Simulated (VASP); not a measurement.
# AlN (P6_3mc) in VASP: a series of runs

Aim: see how the results for AlN move with the level of theory and the settings. Levels: PBE, LDA. Tasks: relaxation of cell and atoms, electrostatic potential.

All numbers are computed with VASP 6.6.1; they aren't measurements. Logs are shortened: lines on timing, memory, paths and dates and some standing lists are left out, and cuts for length are marked.

## Step 1: Starting point

The structure is hexagonal, space group P6_3mc (No. 186). Conventional cell: a = 3.118 Å, b = 3.118 Å, c = 5.051 Å, α = 90.00°, β = 90.00°, γ = 120.00°. Al (site symmetry 3m) has 4 N at 1.90 to 1.91 Å as nearest neighbours. N (site symmetry 3m) has 4 Al at 1.90 to 1.91 Å as nearest neighbours.

The cell was built by a generator and isn't the measured one.

## Step 2: Relaxation of cell and atoms, PBE

INCAR

```
PREC     = Accurate       # precision mode
ENCUT    = 600            # plane-wave cutoff, eV
EDIFF    = 1E-6           # SCF threshold, eV
ISMEAR   = 0              # smearing method
SIGMA    = 0.02           # smearing width, eV
LREAL    = False          # projectors in reciprocal space
LASPH    = True           # aspherical terms in the spheres
NELM     = 60             # most SCF steps
ALGO     = Fast           # electronic algorithm
ISIF     = 3              # what is computed and relaxed
LWAVE    = False          # write WAVECAR
LCHARG   = False          # write CHGCAR
GGA      = PE             # functional
IBRION   = 2              # ionic algorithm
NSW      = 60             # ionic steps
EDIFFG   = -0.01          # ionic threshold
LATTICE_CONSTRAINTS= .FALSE. .FALSE. .TRUE.
KPAR     = 8
```

KPOINTS

```
Automatic mesh
0
Gamma
  8 5 5
```

POSCAR

```
AlN
1.0
    3.1179847954      0.0000000000      0.0000000000
    0.0000000000      5.0511353685      0.0000000000
    0.0000000000      0.0000000000      5.4005080828
Al N
4 4
Direct
    0.0000000000      0.0000000000      0.3333333333
    0.5000000000      0.0000000000      0.8333333333
    0.5000000000      0.5000000000      0.1666666667
    0.0000000000      0.5000000000      0.6666666667
    0.0000000000      0.6220000000      0.3333333333
    0.5000000000      0.6220000000      0.8333333333
    0.5000000000      0.1220000000      0.1666666667
    0.0000000000      0.1220000000      0.6666666667
```

Potentials or basis: VASP PAW PBE potentials, release 64 (Al, N).

Run with:

```bash
$ cat potpaw_PBE.64/Al/POTCAR potpaw_PBE.64/N/POTCAR > POTCAR
$ mpirun -np 8 vasp_std > vasp.out
```

OUTCAR:

```text
PREC = Accurate
   ENCUT = 600
   EDIFF = 1E-6
   ISMEAR = 0
   LREAL = False
   LASPH = True
   NELM = 60
   ISIF = 3
   GGA = PE
   IBRION = 2
   NSW = 60
   EDIFFG = -0.01

 ion  position               nearest neighbor table
   1  0.000  0.000  0.333-   7 1.90   7 1.90   8 1.90   5 1.91   3 3.10   3 3.10   3 3.10   3 3.10
                             4 3.10   4 3.10   2 3.12   2 3.12   2 3.12   2 3.12
   2  0.500  0.000  0.833-   8 1.90   8 1.90   7 1.90   6 1.91   4 3.10   4 3.10   4 3.10   4 3.10
                             3 3.10   3 3.10   1 3.12   1 3.12   1 3.12   1 3.12
   3  0.500  0.500  0.167-   5 1.90   5 1.90   6 1.90   7 1.91   1 3.10   1 3.10   1 3.10   1 3.10
                             2 3.10   2 3.10   4 3.12   4 3.12   4 3.12   4 3.12
   4  0.000  0.500  0.667-   6 1.90   6 1.90   5 1.90   8 1.91   2 3.10   2 3.10   2 3.10   2 3.10
                             1 3.10   1 3.10   3 3.12   3 3.12   3 3.12   3 3.12
   5  0.000  0.622  0.333-   3 1.90   3 1.90   4 1.90   1 1.91
   6  0.500  0.622  0.833-   4 1.90   4 1.90   3 1.90   2 1.91
   7  0.500  0.122  0.167-   1 1.90   1 1.90   2 1.90   3 1.91
   8  0.000  0.122  0.667-   2 1.90   2 1.90   1 1.90   4 1.91

  LATTYP: Found a simple orthorhombic cell.
 ALAT       =     3.1179847954
 B/A-ratio  =     1.6200000000
 C/A-ratio  =     1.7320508075

  Lattice vectors:

 A1 = (   3.1179847954,   0.0000000000,   0.0000000000)
 A2 = (   0.0000000000,   5.0511353685,   0.0000000000)
 A3 = (   0.0000000000,   0.0000000000,   5.4005080828)

Analysis of symmetry for initial positions (statically):
=====================================================================
 Subroutine PRICEL returns following result:

  LATTYP: Found a hexagonal cell.
 ALAT       =     3.1179847954
 C/A-ratio  =     1.6200000000

  Lattice vectors:

 A1 = (   1.5589923977,   0.0000000000,   2.7002540414)
 A2 = (   1.5589923977,   0.0000000000,  -2.7002540414)
 A3 = (   0.0000000000,   5.0511353685,   0.0000000000)

   2 primitive cells build up your supercell.

 Routine SETGRP: Setting up the symmetry group for a
 simple orthorhombic supercell.

 Subroutine GETGRP returns: Found  4 space group operations
 (whereof  2 operations were pure point group operations)
 out of a pool of  8 trial point group operations.

The static configuration has the point symmetry C_1h.
 The point group associated with its full space group is C_2v.

Analysis of symmetry for dynamics (positions and initial velocities):
[... 137 lines left out ...]
   PSTRESS=    0.0 pullay stress
   NELECT =      32.0000    total number of electrons
   NUPDOWN=      -1.0000    fix difference up-down
   EMIN   =  10.00;   EMAX   =-10.00  energy-range for DOS
   EFERMI =   0.00;   METHOD = LEGACY
   ISMEAR =     0;   SIGMA  =   0.02  broadening in eV -4-tet -1-fermi 0-gaus
   EFERMI_NEDOS =   21; number of points for ismear=-14 and -15
   IALGO  =     68    algorithm
   IMIX   =      4    mixing-type and parameters
     AMIX     =   0.40;   BMIX     =  1.00
     AMIX_MAG =   1.60;   BMIX_MAG =  1.00
  volume/ion in A,a.u.               =      10.63        71.75
  Fermi-wavevector in a.u.,A,eV,Ry     =   1.181841  2.233355 19.003903  1.396747
  Thomas-Fermi vector in A             =   2.318106
   LORBIT       =      0    0 simple, 1 ext, 2 COOP (PROOUT), +10 PAW based schemes
   GGA     = PE    functional components
   LHFCALC =     F    Hartree Fock is set to
   AEXX    =    0.0000 exact exchange contribution
   IVDW    =     0    specifies the selected vdW correction
   LEPSILON=     F    determine dielectric tensor
   LRPA    =     F    only Hartree local field effects (RPA)
 conjugate gradient relaxation of ions
 non-spin polarized calculation
 RMM-DIIS sequential band-by-band and
 Gauss-broadening in eV      SIGMA  =   0.02
  energy-cutoff  :      600.00
  volume of cell :       85.05
 maximum number of plane-waves:      2856
 NGX is ok and might be reduce to    28
   NGX = 13   NGY = 21   NGZ = 21

--------------------------------------- Ionic step        1  -------------------------------------------

 number of electron      31.9999997 magnetization

 Free energy of the ion-electron system (eV)
  ---------------------------------------------------
  ext. energy  EPLUGINS =         0.00000000
  ---------------------------------------------------
  free energy    TOTEN  =       -59.55996549 eV

  energy without entropy =      -59.55996549  energy(sigma->0) =      -59.55996549

------------------------ aborting loop because EDIFF is reached ----------------------------------------

  FORCE on cell =-STRESS in cart. coord.  units (eV):
  Direction    XX          YY          ZZ          XY          YZ          ZX
  --------------------------------------------------------------------------------------
  -------------------------------------------------------------------------------------
  Total        0.3160501     -0.6900107      0.3155105      0.0000000      0.0000000      0.0000000
  in kB        5.9534532    -12.9977685      5.9432885      0.0000000      0.0000000      0.0000000
  external PRESSURE =      -0.3670089 kB  Pullay stress =       0.0000000 kB
[... 113 lines left out ...]
--------------------------------------- Ionic step        4  -------------------------------------------

 number of electron      31.9999995 magnetization

 Free energy of the ion-electron system (eV)
  ---------------------------------------------------
  ext. energy  EPLUGINS =         0.00000000
  ---------------------------------------------------
  free energy    TOTEN  =       -59.56237476 eV

  energy without entropy =      -59.56237476  energy(sigma->0) =      -59.56237476

 E-fermi :   6.0272     XC(G=0): -10.8225

 val. band max:        5.8968985693   @ k =   0.0000   0.0000   0.0000
 cond. band min:       9.9738681681   @ k =   0.0000   0.0000   0.0000
 fundamental gap:      4.0769695988
 Fermi energy:         6.0271877733

 k-point     1 :       0.0000    0.0000    0.0000
  band No.  band energies     occupation
      1      -9.1076      2.00000
      2      -7.1902      2.00000
      3      -7.0658      2.00000
      4      -6.5276      2.00000
      5       0.0176      2.00000
      6       0.5716      2.00000
[... 565 lines left out ...]
     20      13.4791      0.00000
     21      14.3141      0.00000

 [... further k-points ...]

------------------------ aborting loop because EDIFF is reached ----------------------------------------

  FORCE on cell =-STRESS in cart. coord.  units (eV):
  Direction    XX          YY          ZZ          XY          YZ          ZX
  --------------------------------------------------------------------------------------
  -------------------------------------------------------------------------------------
  Total        0.3409046     -1.1668107      0.0089032      0.0000000      0.0000000      0.0000000
  in kB        6.4060374    -21.9258769      0.1673023      0.0000000      0.0000000      0.0000000
  external PRESSURE =      -5.1175124 kB  Pullay stress =       0.0000000 kB
[... 23 lines left out ...]
  FREE ENERGIE OF THE ION-ELECTRON SYSTEM (eV)
  ---------------------------------------------------
  free  energy   TOTEN  =       -59.5623747604 eV

  energy  without entropy=      -59.5623747604  energy(sigma->0) =      -59.56237476

 reached required accuracy - stopping structural energy minimisation
```

CONTCAR:

```text
AlN
   1.00000000000000
     3.1179847954000000    0.0000000000000000    0.0000000000000000
     0.0000000000000000    5.0511353684999998    0.0000000000000000
     0.0000000000000000    0.0000000000000000    5.4136602956824387
  Al              N
     4     4
Direct
     0.0000000000000000    0.0009521955482532    0.3334629955419193
     0.5000000000000000    0.0009521955482532    0.8334629955419194
     0.5000000000000000    0.5009521955482532    0.1665370044580807
     0.0000000000000000    0.5009521955482532    0.6665370044580806
     1.0000000000000000    0.6210478044517467    0.3334904335549495
     0.5000000000000000    0.6210478044517467    0.8334904335549496
     0.5000000000000000    0.1210478044517467    0.1665095664450505
     1.0000000000000000    0.1210478044517467    0.6665095664450504

  0.00000000E+00  0.00000000E+00  0.00000000E+00
  0.00000000E+00  0.00000000E+00  0.00000000E+00
  0.00000000E+00  0.00000000E+00  0.00000000E+00
  0.00000000E+00  0.00000000E+00  0.00000000E+00
  0.00000000E+00  0.00000000E+00  0.00000000E+00
  0.00000000E+00  0.00000000E+00  0.00000000E+00
  0.00000000E+00  0.00000000E+00  0.00000000E+00
  0.00000000E+00  0.00000000E+00  0.00000000E+00
```

Run time: 40 s. Hardware: 8 MPI ranks of Intel Xeon Platinum 8488C (Sapphire Rapids), shared host; peak memory 0.28 GiB.

What came out:

| Property | Result |
| --- | --- |
| Free energy | -59.5624 eV |
| Relaxed volume | 10.66 Å³/atom |
| Relaxed cell | a = 3.118 Å, b = 5.051 Å, c = 5.414 Å, α = 90.00°, β = 90.00°, γ = 90.00° |
| Space group after relaxing (to 0.05 Å) | P6_3mc (No. 186) |
| Energy gained by relaxing | 0.3 meV/atom |
| Ionic steps | 4 |
| Pressure after relaxing | -0.5 GPa |
| Band gap on the k mesh | 4.08 eV |

Step by step:
```tsv
step	energy change (eV)	largest force (eV/Å)	pressure (GPa)	volume (Å³)
1	0.0000	0.1056	-0.04	85.05
2	-0.0023	0.0209	-0.42	85.22
3	-0.0023	0.0183	-0.40	85.21
4	-0.0024	0.0020	-0.51	85.26
```

Final structure:
```
Al N
1.0
     3.11798    0.00000    0.00000
     0.00000    5.05114    0.00000
     0.00000    0.00000    5.41366
Al N
4 4
Direct
  0.00000 0.00095 0.33346
  0.50000 0.00095 0.83346
  0.50000 0.50095 0.16654
  0.00000 0.50095 0.66654
  0.00000 0.62105 0.33349
  0.50000 0.62105 0.83349
  0.50000 0.12105 0.16651
  0.00000 0.12105 0.66651
```

Expect the measured gap to be larger: semilocal functionals such as PBE lack the derivative discontinuity.

(Part 1 of 2 ends here.)
